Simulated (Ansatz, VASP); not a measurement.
# Al27SiN26 (Si_N): VASP beside Ansatz, part 2 of 3

One calculation is typed for both programs; each brings its own data sets. How far apart do they land? Of the first pair: The structure shown is the start of the Ansatz relaxation below; VASP solves that cell, so the two are compared at the walk's first step.

VASP 6.6.1 and Ansatz 0.2.0.

So far: Starting point; Ansatz: relaxation, r2SCAN.

## (3) VASP: single point, r2SCAN, start cell, pair 1

Level of this step: r2SCAN; plane waves and PAW (Al, N, Si) (VASP).

The same cell, functional, mesh and smearing now go to VASP, with its own data sets.

Lines of VASP's logs that name or quote its potential files are left out, and so is its time.

The input, INCAR:

```
SYSTEM = Al27SiN26
PREC = Accurate
ENCUT = 580
EDIFF = 1E-06
NELM = 120
ISMEAR = -1
SIGMA = 0.01
LREAL = Auto
ALGO = Normal
METAGGA = R2SCAN
LASPH = .TRUE.
NELECT = 214
NBANDS = 144
LORBIT = 11
LWAVE = .FALSE.
LCHARG = .FALSE.
ISIF = 2
ISYM = 0
GGA_COMPAT = .FALSE.
EFERMI = MIDGAP
LMIXTAU = .TRUE.
NCORE = 2
```

The input, POSCAR:

```
Al27SiN26
1.0
    0.0000000000      6.5541898631      6.5541898631
    6.5541898631      0.0000000000      6.5541898631
    6.5541898631      6.5541898631      0.0000000000
Al N Si
27 26 1
Direct
    0.0055318050      0.9989398385      0.9948941821
    0.9963292183      0.9960532117      0.3373995942
    0.9982984930      0.0018685757      0.6716721810
    0.9969717844      0.3351482862      0.0053499366
    0.0048137910      0.3281240771      0.3355071406
    0.9997384116      0.3365180970      0.6698802738
    0.9983219131      0.6722863683      0.0008604420
    0.0017549843      0.6680734906      0.3268462685
    0.9980560527      0.6704198523      0.6613635080
    0.3334827867      0.9970880459      0.0061707855
    0.3316605172      0.0048111209      0.3354606818
    0.3284466952      0.9974498755      0.6701012775
    0.3384984333      0.3349387256      0.9948796113
    0.3273454912      0.3354191053      0.3330062976
    0.3394575907      0.3301813871      0.6669607673
    0.3351154065      0.6694981518      0.0019570687
    0.3394887158      0.6655622726      0.3290283841
    0.3370426469      0.6691511219      0.6604807902
    0.6653509573      0.9951079385      0.0056793442
    0.6619171233      0.0001662295      0.3320818508
    0.6672475304      0.9936187384      0.6699648762
    0.6681444376      0.3317388641      0.0052286401
    0.6699732677      0.3358633250      0.3269632166
    0.6680588435      0.3344137942      0.6603295892
    0.6638696148      0.6620614585      0.0046413822
    0.6665961913      0.6625746417      0.3394633122
    0.6707214151      0.6634135707      0.6701935085
    0.0798310716      0.0892906694      0.0840329639
    0.0853843132      0.0823447308      0.4212564875
    0.0875559775      0.0865692804      0.7472907563
    0.0813955670      0.4226993813      0.0790875777
    0.0849590890      0.4212383312      0.4107885271
    0.0848118550      0.4101477156      0.7531570039
    0.0803386858      0.7536771292      0.0787804459
    0.0854454191      0.7546410164      0.4154575252
    0.0841838597      0.7552716817      0.7492779585
    0.4202174575      0.0854511407      0.0840372360
    0.4119905826      0.0804969815      0.4206062927
    0.4198300717      0.0876305099      0.7452963832
    0.4181512219      0.4158999902      0.0882254729
    0.4158643642      0.4167296122      0.7557211652
    0.4208015876      0.7449258569      0.0865334255
    0.4201969362      0.7532248231      0.4157910523
    0.4201185131      0.7438143542      0.7528302663
    0.7509578762      0.0837948719      0.0879178834
    0.7545398597      0.0779149690      0.4190860438
    0.7479460624      0.0810651676      0.7566047984
    0.7546350660      0.4194816686      0.0788882396
    0.7475415883      0.4161943058      0.4230123872
    0.7560835288      0.4165152455      0.7456981110
    0.7533671748      0.7435514689      0.0853883564
    0.7461976388      0.7503194297      0.4140739064
    0.7508397075      0.7472903749      0.7460154652
    0.4189668834      0.4110479794      0.4211392342
```

The input, KPOINTS:

```
Points of the shifted mesh
1
Reciprocal
 0.2500000000  0.2500000000  0.2500000000 1
```

The projector-augmented-wave data sets are Al, N and Si (PBE family, release 64).

On the command line:

```console
$ mpirun -np 8 vasp_std
```

Numbers of over 12 decimals in the logs are rounded to 6 here.

Output:

```text
[banner, memory and clock lines left out]
running    8 mpi-ranks, on    1 nodes
[...]
|                                                                             |
|               ----> ADVICE to this user running VASP <----                  |
|                                                                             |
|     You enforced a specific xc type in the INCAR file but a different       |
|     [... a line on the potential file left out ...]
|     I HOPE YOU KNOW WHAT YOU ARE DOING!                                     |
|                                                                             |

 LDA part: xc-table for (None), standard interpolation
 POSCAR, INCAR and KPOINTS ok, starting setup
[...]
entering main loop
       N       E                     dE             d eps       ncg     rms          rms(c)
DAV:   1     0.846893322702E+03    0.84689E+03   -0.10964E+05   288   0.151E+03
DAV:   2    -0.507281526966E+03   -0.13542E+04   -0.12924E+04   360   0.295E+02
DAV:   3    -0.615727941888E+03   -0.10845E+03   -0.10739E+03   336   0.923E+01
DAV:   4    -0.617455320068E+03   -0.17274E+01   -0.17214E+01   336   0.122E+01
DAV:   5    -0.617487467644E+03   -0.32148E-01   -0.32130E-01   336   0.159E+00BRMIX: very serious problems
 the old and the new charge density differ
 old charge density:   215.00000 new  214.00000
    0.462E+01
DAV:   6    -0.521275381165E+03    0.96212E+02   -0.23343E+02   328   0.337E+01    0.219E+01
DAV:   7    -0.501669755948E+03    0.19606E+02   -0.13113E+01   312   0.111E+01    0.130E+01
DAV:   8    -0.503468354156E+03   -0.17986E+01   -0.11128E+01   320   0.962E+00    0.729E+00
DAV:   9    -0.501765491650E+03    0.17029E+01   -0.21565E+00   312   0.436E+00    0.344E+00
[...]
DAV:  22    -0.504468927134E+03   -0.44700E-06   -0.44725E-05   304   0.121E-02    0.151E-02
DAV:  23    -0.504468928462E+03   -0.13278E-05   -0.48397E-06   208   0.583E-03    0.655E-03
DAV:  24    -0.504468928241E+03    0.22113E-06   -0.85820E-07   168   0.251E-03
   1 F= -.50446893E+03 E0= -.50445432E+03  d E =-.292093E-01
```

From OUTCAR (step 3):

```text
  Total       23.5842838     25.1876174     25.9297737      0.6562543     -1.4735609     -4.4431678
  in kB       67.1036625     71.6655800     73.7772154      1.8672210     -4.1926790    -12.6420133
  external PRESSURE =      70.8488193 kB  Pullay stress =       0.0000000 kB

 POSITION                                       TOTAL-FORCE (eV/Angst)
 -----------------------------------------------------------------------------------
     13.06797      6.55698      6.58350         1.206708     -0.377596     -0.159534
      8.73970      8.74151     13.05845         0.288582      0.086871      2.104841
      4.41451     10.94530      6.55528        -0.301994     -0.310259     -0.096237
      2.23169      6.56941      8.73097        -0.767675      0.547132      0.930286
      4.34956      2.23053      2.18214         0.138383     -0.968372      0.302567
      6.59613     10.94300      8.75808        -1.220106     -0.506828     -0.203996
      4.41193      6.54883     10.94948        -1.361293     -0.424837     -0.430079
      6.52089      2.15372      4.39018         0.642516     -0.342721     -0.396059
      8.72876     10.87615     10.93551         0.546904      1.602878     -0.002328
      6.57555      2.22615      8.72081         0.736197     -0.656233      0.713177
      2.23021      4.37244      2.20530        -0.795341     -0.370820     -0.479765
     10.92945      6.54467      8.69018        -0.568584      0.554763      0.740869
      8.71588      8.73921      4.41384         1.107854      0.259464     -0.875913
      4.38099      4.32807      4.34389        -5.927047     -5.265970     -5.704549
[...]
-----------------------------------------------------------------------------------
    total drift:                               -0.047182      0.018486      0.012238

  FREE ENERGIE OF THE ION-ELECTRON SYSTEM (eV)
  ---------------------------------------------------
  free  energy   TOTEN  =      -504.4689282406 eV

  energy  without entropy=     -504.4397189079  energy(sigma->0) =     -504.45432357

[... 2 further parts left out ...]
[key lines of the parts left out:]
E-fermi :   6.3059
```

The run ends at a pressure of 7.08 GPa, with forces up to 14 eV/Å.

## (4) Side by side

Known differences besides the potentials themselves: VASP keeps PBE cores, Ansatz makes them for the functional; the cutoff is 500 eV in Ansatz and 580 eV in VASP (PREC = Accurate, projectors in real space). Total energies have different zeros and are not compared.

Forces on 8 of the 54 atoms, those with the largest forces and the largest differences (eV/Å; atoms numbered as in POSCAR):

| atom | Ansatz x, y, z | VASP x, y, z |
| --- | --- | --- |
| Al2 | 0.289, 0.087, 2.098 | 0.289, 0.087, 2.105 |
| Al14 | -5.916, -5.278, -5.702 | -5.927, -5.266, -5.705 |
| Al15 | 8.731, 7.460, -7.276 | 8.732, 7.441, -7.265 |
| Al17 | 7.017, -5.156, 5.933 | 7.029, -5.149, 5.920 |
| Al23 | -6.056, 7.176, 6.671 | -6.054, 7.174, 6.653 |
| Al24 | 1.063, 1.607, -0.974 | 1.066, 1.618, -0.977 |
| N39 | -0.483, 0.775, -1.456 | -0.494, 0.783, -1.469 |
| Si54 | -1.304, -1.869, -0.067 | -1.297, -1.857, -0.058 |

The forces differ by 6.7 meV/Å r.m.s., which is 0.3 % of the r.m.s. force of 1.940 eV/Å (both taken over all components). The cell carries a charge of +1 e against a uniform background, so its pressure also hangs on how the neutralising background is counted, and in a defect's cell a gap may be the spacing between its levels.

## (5) Ansatz: relaxation, r2SCAN

The two programs are compared at the cell with which this relaxation starts, whose forces are those of its first step.

The structure compared here is the start of the Ansatz relaxation; VASP solves that cell, so the two are compared at the walk's first step.

The input, input.yaml:

```yaml
crystal:
  lattice:
    - [0.0, 2.18472995, 2.18472995]
    - [2.18472995, 0.0, 2.18472995]
    - [2.18472995, 2.18472995, 0.0]
  atoms:
    - { symbol: Al, position: [0.0, 0.0, 0.0] }
    - { symbol: "N", position: [0.25, 0.25, 0.25] }
  supercell: [3, 3, 3]
  defects: [{ substitution: { at: 27, symbol: Si } }]
total_charge: 1
basis:
  ecutwfc: 500
  xc_grid: 2
hamiltonian:
  xc: r2scan
  pseudopotentials: { kind: paw, azcp: { folder: soft_1 } }
kpoints:
  mp_grid: { grid: [1, 1, 1], shift: [0.25, 0.25, 0.25] }
magnetization:
  spin_polarized: true
  initial_magnetization: 2
  spin_locking: { lock_magnetization: hard }
scf:
  occupations: { method: fixed }
  max_iter: 80
output:
  forces: true
  charged_corrections: { epsilon: 4.64, static_epsilon: 8.51 }
relax:
  f_tol: 0.02
  max_steps: 80
  random_displacement: { amplitude: 0.05, seed: 4438 }
checkpoint:
  write: "../qp1_M2.relax.run"
  compress: false
  write_wavefunctions: true
  write_every: 100000
```

On the command line:

```console
$ ansatz run input.yaml --threads 4 --pin off --max-ram 7536MiB --backend cpu --events-out ev --progress --plain --runs-dir out
```

Output:

```text
Warning: This run holds its total moment fixed (magnetization.spin_locking.lock_magnetization: hard) and mixes its density by anderson or broyden (scf.mixing.algorithm, typed or taken by auto). Slabs with a fixed moment have converged under broyden above another state at the same moment, at the default mixing steps and at smaller ones, and under scf.lower_state_search: standard, light or off a state that such a mixer [...]
[...]
Crystal: 54 atoms, lattice volume = 563.102 Å³
[...]
- { symbol: N, position: [0.079585, 0.752767, 0.417799] }
[...]
- { symbol: Si, position: [0.412846, 0.411893, 0.412681] }
[...]
- { symbol: Al, position: [0.668402, 0.332693, 0.668397] }
    - { symbol: N, position: [0.751122, 0.416739, 0.751102] }
    - { symbol: Al, position: [0.668195, 0.667094, -0.000374882] }
    - { symbol: N, position: [0.750359, 0.749203, 0.084630] }
    - { symbol: Al, position: [0.668471, 0.667200, 0.333912] }
    - { symbol: N, position: [0.751205, 0.749962, 0.417911] }
    - { symbol: Al, position: [0.667398, 0.666197, 0.667361] }
    - { symbol: N, position: [0.750963, 0.749773, 0.750915] }
```

## (6) VASP: single point, r2SCAN, start cell, pair 2

The same cell, functional and mesh now go to VASP, with its own data sets.

The input, INCAR:

```
SYSTEM = Al27SiN26
PREC = Accurate
ENCUT = 580
EDIFF = 1E-06
NELM = 200
ISMEAR = 0
SIGMA = 0.01
LREAL = Auto
ALGO = Normal
METAGGA = R2SCAN
LASPH = .TRUE.
NELECT = 214
NBANDS = 144
ISPIN = 2
MAGMOM = -0 0 -0 0 0 -0 -0 -0 -0 0 0 -0 0 -0 0.02 -0 0.02 -0 -0 -0 -0 -0 0.02 -0 -0 -0 0 -0 -0 -0 -0 0.01 0.09 -0 0.09 -0 -0 0.01 0.09 0.01 0.02 0.09 0.02 -0 -0 0.09 -0 0.09 0.02 -0 -0 -0 -0 0.38
LORBIT = 11
LWAVE = .FALSE.
LCHARG = .FALSE.
ISIF = 2
ISYM = 0
NUPDOWN = 2
GGA_COMPAT = .FALSE.
LMIXTAU = .TRUE.
NCORE = 2
```

The input, POSCAR:

```
Al27SiN26
1.0
    0.0000000000      6.5541898631      6.5541898631
    6.5541898631      0.0000000000      6.5541898631
    6.5541898631      6.5541898631      0.0000000000
Al N Si
27 26 1
Direct
    0.0032632561      0.9935184972      0.0011847383
    0.9954667929      0.0001521927      0.3317803642
    0.0030919916      0.0034743424      0.6661228300
    0.9962531601      0.3312631378      0.9995208409
    0.0001506670      0.3353210001      0.3373601538
    0.0014800456      0.3384814213      0.6652940472
    0.0005256943      0.6604652277      0.0041331577
    0.9938166271      0.6709207533      0.3342472595
    0.0020364073      0.6605783614      0.6707870983
    0.3343818299      0.9966383336      0.9965132228
    0.3370864357      0.9936372762      0.3349708424
    0.3373812853      0.0010898372      0.6603946621
    0.3389755327      0.3284630206      0.9985313212
    0.3356382781      0.3321850672      0.3377996436
    0.3309022237      0.3363031963      0.6617431125
    0.3300909106      0.6683942015      0.0054239350
    0.3367738113      0.6649486193      0.3278936901
    0.3291870613      0.6685974303      0.6636016946
    0.6651831258      0.9974304223      0.9974890108
    0.6647305908      0.9963746091      0.3325195860
    0.6701403365      0.9956421769      0.6707658905
    0.6677529323      0.3321592059      0.9947696816
    0.6690264688      0.3267358048      0.3357004521
    0.6667216073      0.3273899665      0.6679475407
    0.6696546166      0.6620994495      0.0044749238
    0.6633354527      0.6706883065      0.3290709523
    0.6714516351      0.6665028922      0.6678629383
    0.0845615570      0.0769627537      0.0871049683
    0.0839027418      0.0785971281      0.4150922626
    0.0814734561      0.0781789223      0.7521711459
    0.0838513243      0.4215719346      0.0837169065
    0.0891347386      0.4118374744      0.4155692857
    0.0783705554      0.4216189274      0.7521316292
    0.0895735419      0.7472864080      0.0798856931
    0.0792472465      0.7546062295      0.4195805366
    0.0821535554      0.7535956546      0.7442666602
    0.4158610075      0.0841954554      0.0779757698
    0.4111965867      0.0817744849      0.4194253687
    0.4127808404      0.0896612720      0.7489706741
    0.4182092001      0.4107023990      0.0878321367
    0.4122810838      0.4168540364      0.7559795495
    0.4131465607      0.7562193198      0.0833033543
    0.4174677660      0.7529954278      0.4193168122
    0.4144179611      0.7461794825      0.7562068087
    0.7527886898      0.0768093404      0.0858647692
    0.7517317324      0.0886969270      0.4139125592
    0.7502047702      0.0891087247      0.7488698989
    0.7556145921      0.4180653227      0.0795771119
    0.7477941748      0.4119224582      0.4219683985
    0.7534890052      0.4156806649      0.7533266663
    0.7559699373      0.7491311058      0.0828792744
    0.7529159367      0.7479873337      0.4209708687
    0.7504423282      0.7547621603      0.7440976844
    0.4155494511      0.4110703315      0.4187792935
```

KPOINTS is that of step 3.

On the command line:

```console
$ mpirun -np 8 vasp_std
```

Output:

```text
[banner, memory and clock lines left out]
running    8 mpi-ranks, on    1 nodes
[...]
[... a notice as in an earlier step ...]

 LDA part: xc-table for (None), standard interpolation
 POSCAR, INCAR and KPOINTS ok, starting setup
[...]
entering main loop
       N       E                     dE             d eps       ncg     rms          rms(c)
DAV:   1     0.846117419465E+03    0.84612E+03   -0.10921E+05   576   0.151E+03
DAV:   2    -0.503730223119E+03   -0.13498E+04   -0.12847E+04   704   0.296E+02
DAV:   3    -0.613644475478E+03   -0.10991E+03   -0.10871E+03   672   0.929E+01
DAV:   4    -0.615424511282E+03   -0.17800E+01   -0.17740E+01   672   0.124E+01
DAV:   5    -0.615457958984E+03   -0.33448E-01   -0.33433E-01   712   0.160E+00BRMIX: very serious problems
 the old and the new charge density differ
 old charge density:   215.00000 new  214.00000
    0.462E+01
DAV:   6    -0.519089645557E+03    0.96368E+02   -0.22191E+02   664   0.337E+01    0.215E+01
DAV:   7    -0.499379877353E+03    0.19710E+02   -0.10642E+01   624   0.103E+01    0.125E+01
DAV:   8    -0.519033423486E+03   -0.19654E+02   -0.17890E+01   680   0.119E+01    0.746E+00
DAV:   9    -0.496989097233E+03    0.22044E+02   -0.78289E+00   616   0.862E+00    0.197E+00
[...]
DAV:  19    -0.502836968975E+03   -0.11167E-04   -0.16746E-05   608   0.141E-02    0.912E-03
DAV:  20    -0.502836973529E+03   -0.45535E-05   -0.14132E-05   648   0.118E-02    0.309E-03
DAV:  21    -0.502836973271E+03    0.25770E-06   -0.11698E-06   360   0.385E-03
   1 F= -.50283697E+03 E0= -.50283697E+03  d E =-.222398E-44  mag=     2.0000
```

From OUTCAR (step 6):

```text
  FREE ENERGIE OF THE ION-ELECTRON SYSTEM (eV)
  ---------------------------------------------------
  free  energy   TOTEN  =      -502.8369732712 eV

  energy  without entropy=     -502.8369732712  energy(sigma->0) =     -502.83697327

 magnetization (x)
# of ion       s       p       d       tot
------------------------------------------
    1       -0.000   0.000   0.000   0.000
    2       -0.001   0.007   0.000   0.005
    3       -0.000   0.000   0.000  -0.000
    4       -0.001   0.004   0.000   0.002
    5       -0.000   0.004   0.000   0.004
    6       -0.001  -0.001   0.000  -0.002
    7       -0.000   0.000   0.000  -0.000
    8       -0.001  -0.001   0.000  -0.002
    9       -0.001  -0.002   0.000  -0.003
   10       -0.001   0.006   0.000   0.005
   11       -0.001   0.001   0.000   0.001
   12       -0.001  -0.001   0.000  -0.001
   13        0.001   0.006   0.000   0.006
[...]
--------------------------------------------------
tot          0.048   1.382   0.000   1.431
```

The run ends at a pressure of 7.67 GPa, with forces up to 16 eV/Å.

## (7) Side by side

What differs besides the data sets and the points named for the pairs above, as far as they apply: VASP starts from the moments at which Ansatz ended; fixed occupations in Ansatz, narrow Gaussian smearing in VASP. Total energies have different zeros and are not compared.

Forces on 7 of the 54 atoms, those with the largest forces and the largest differences (eV/Å; atoms numbered as in POSCAR):

| atom | Ansatz x, y, z | VASP x, y, z |
| --- | --- | --- |
| Al4 | 0.048, 2.138, 0.746 | 0.049, 2.149, 0.757 |
| Al14 | -9.670, -9.151, -9.536 | -9.674, -9.144, -9.539 |
| Al15 | 9.289, 8.719, -7.813 | 9.277, 8.707, -7.802 |
| Al17 | 7.623, -5.561, 6.546 | 7.635, -5.558, 6.541 |
| Al23 | -5.520, 5.921, 7.669 | -5.513, 5.901, 7.680 |
| N46 | -0.358, 0.044, -2.134 | -0.367, 0.052, -2.157 |
| Si54 | 0.736, 0.553, 4.446 | 0.740, 0.563, 4.435 |

The forces differ by 7.5 meV/Å r.m.s., which is 0.3 % of the r.m.s. force of 2.322 eV/Å (both taken over all components). Moments aren't recorded for both runs of this pair, so they may hold unlike magnetic states. The cell carries a charge of +1 e against a uniform background, so its pressure also hangs on how the neutralising background is counted, and in a defect's cell a gap may be the spacing between its levels.

## (8) Ansatz: relaxation, r2SCAN

This run makes the geometry at which the two programs are then compared.

The structure compared here is the end of the Ansatz relaxation.

input.yaml is that of step 5.

On the command line:

```console
$ ansatz run input.yaml --threads 4 --pin off --max-ram 7536MiB --backend cpu --events-out ev --progress --plain --runs-dir out
```

Output:

```text
[...]
Crystal: 54 atoms, lattice volume = 563.102 Å³
Basis set: ecut = 500 eV, 14331 PW (Γ), exchange–correlation on 144×144×144 points (8 copies of the dense FFT grid, shifted against one another)
Bands: 162, of which v1, the nominal top of the filled ones, is band 107 counted from 1 (106 counted from 0)
Symmetry: 1 space group operations
k-points: 1
[...]
Starting moments: Σ|m| = 2 μB on 54 of 54 sites
[...]
- { symbol: N, position: [0.079585, 0.752767, 0.417799] }
[...]
- { symbol: Si, position: [0.412846, 0.411893, 0.412681] }
[...]
- { symbol: Al, position: [0.668402, 0.332693, 0.668397] }
    - { symbol: N, position: [0.751122, 0.416739, 0.751102] }
    - { symbol: Al, position: [0.668195, 0.667094, -0.000374882] }
    - { symbol: N, position: [0.750359, 0.749203, 0.084630] }
    - { symbol: Al, position: [0.668471, 0.667200, 0.333912] }
    - { symbol: N, position: [0.751205, 0.749962, 0.417911] }
    - { symbol: Al, position: [0.667398, 0.666197, 0.667361] }
    - { symbol: N, position: [0.750963, 0.749773, 0.750915] }
```

(Part 2 of 3 ends here.)

[Lines on the potential files, build, host, timing and source positions are cut from VASP's logs without a mark.]

[Logs are printed without paths, hosts, clocks, repeated set-up lines and the standing remarks that a program may print on its own settings, such as how far it seeks lower states.]

[Hosts, paths, dates, database ids (printed as entryN), source tags and the programs' standing remarks are cut or masked in the printed files.]
